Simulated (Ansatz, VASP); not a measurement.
**One calculation of Ba, two programs**

```
CELL_PARAMETERS angstrom
-2.50000 2.50000 2.50000
2.50000 -2.50000 2.50000
2.50000 2.50000 -2.50000
ATOMIC_POSITIONS crystal
Ba 0.00000 0.00000 0.00000
```

Alike in both runs: task single point; functional PBEsol; k mesh 14 × 14 × 14; occupations gaussian, width 0.15 eV; no spin polarisation.

```csv
,VASP,Ansatz
version,VASP 6.6.1,Ansatz 0.2.0
potentials or method,"VASP PAW PBE potentials, release 64 (Ba_sv)","scalar-relativistic, plane waves, PAW"
plane-wave cutoff (eV),520,420
valence electrons in the cell,10,10
```

```csv
,VASP,Ansatz,Ansatz less VASP
gap on the k mesh at the Fermi level (eV),none,none,-
pressure (GPa),-0.5,-0.6,-0.06
```

A gap of «none» marks a metal or a gap that the smearing closes.

Caveats: the PAW data sets were made with another functional, which shifts forces and pressure a little (VASP). Spin-orbit coupling is left out, which matters for the levels of Ba.
